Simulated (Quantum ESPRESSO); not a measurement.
Crystal: BP.

```
P B
1.0
     0.00000    2.26900    2.26900
     2.26900    0.00000    2.26900
     2.26900    2.26900    0.00000
P B
1 1
Direct
  0.75000 0.75000 0.75000
  0.00000 0.00000 0.00000
```

| Property | Result |
| --- | --- |
| Program | Quantum ESPRESSO 7.5 |
| Task | single point |
| Functional | PBE |
| Potentials or basis | SSSP 1.3 efficiency PBE |
| Cutoff | 748 eV |
| Density cutoff | 5987 eV |
| k mesh | 10 × 10 × 10 |
| Occupations | fermi-dirac, width 0.05 eV |
| Spin | no spin polarisation |

On this cell: pressure 1.1 GPa; largest force zero by symmetry; band gap on the k mesh 1.25 eV, indirect (least direct gap 3.40 eV).

The same run follows on a disturbed copy (atoms moved at random, drawn with an rms of 0.05 Å):

```
P B
1.0
     0.00000    2.26900    2.26900
     2.26900    0.00000    2.26900
     2.26900    2.26900    0.00000
P B
1 1
Direct
  0.75465 0.75555 0.74339
  0.99030 0.00905 0.99753
```

What changes?

The energy moves by +6.6 meV/atom; pressure 1.2 GPa; largest force 0.683 eV/Å; band gap on the k mesh 0.90 eV, indirect (least direct gap 2.84 eV).

Forces on the atoms (eV/Å):
```
P    0.300 -0.419 -0.449
B   -0.300  0.419  0.449
```

Stress tensor (GPa, compression positive):
```
 1.24  1.17  1.09
 1.17  1.22 -0.77
 1.09 -0.77  1.21
```

A k mesh can miss the band edges.
